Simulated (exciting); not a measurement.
Crystal: ZnSe (Stilleite).

```
Se Zn
1.0
     0.00000    2.83380    2.83380
     2.83380    0.00000    2.83380
     2.83380    2.83380    0.00000
Se Zn
1 1
Direct
  0.75000 0.75000 0.75000
  0.00000 0.00000 0.00000
```

Base run:

| Property | Result |
| --- | --- |
| Program | exciting (release sodium) |
| Functional | PBE |
| Potentials or basis | all-electron LAPW+lo, shipped species files, valence relativity iora* |
| rgkmax | 9 |
| k mesh | 8 × 8 × 8 |
| Occupations | fermi-dirac, width 0.05 eV |
| Spin | no spin polarisation |

Its results: band gap on the k mesh 1.29 eV, direct.

Task: The run is repeated on the same cell with these changes: k mesh from 8 × 8 × 8 to 6 × 6 × 6; spin from no spin polarisation to spin-orbit coupling, no magnetisation. What comes out?

Result: Band gap on the k mesh 1.16 eV, direct.

Several settings changed at once, so the effect can't be laid on one alone.

Caveats: the tetrahedron DOS on this energy grid can lose part of the weight of narrow d or f bands (some runs).

Not every run made on this cell is shown here.
